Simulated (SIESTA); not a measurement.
Crystal: In2O3.

```
CELL_PARAMETERS angstrom
2.74350 1.58396 4.83667
-2.74350 1.58396 4.83667
0.00000 -3.16792 4.83667
ATOMIC_POSITIONS crystal
In 0.85731 0.85731 0.85731
In 0.64269 0.64269 0.64269
In 0.14269 0.14269 0.14269
In 0.35731 0.35731 0.35731
O 0.04800 0.75000 0.45200
O 0.75000 0.45200 0.04800
O 0.45200 0.04800 0.75000
O 0.95200 0.25000 0.54800
O 0.25000 0.54800 0.95200
O 0.54800 0.95200 0.25000
```

Base run:

* Program: SIESTA 5.4.2
* Functional: PBEsol
* Potentials or basis: PseudoDojo 0.4 standard (PBEsol files)
* Basis: DZP (energy shift 0.003 Ry; two zetas on semicore shells)
* Grid cutoff: 800 Ry
* Energy shift: 0.003 Ry
* k mesh: 4 × 4 × 4
* Occupations: fermi-dirac, width 0.05 eV
* Spin: no spin polarisation

Its results: band gap on the k mesh 1.14 eV, indirect (least direct gap 1.23 eV); pressure 6.0 GPa; largest force 0.254 eV/Å.

**Question.** The run is repeated on the same cell with these changes: functional from PBEsol to LDA; potentials or basis from PseudoDojo 0.4 standard (PBEsol files) to PseudoDojo 0.4 standard (LDA files). What comes out?

**Answer.** Band gap on the k mesh 1.14 eV, indirect (least direct gap 1.23 eV); pressure 0.2 GPa; largest force 0.263 eV/Å.

Caveats: spin-orbit coupling is left out, which moves the levels of the heavy elements; the basis of atomic orbitals isn't converged, which shifts pressures, moduli and gaps.

A k mesh can miss the band edges.
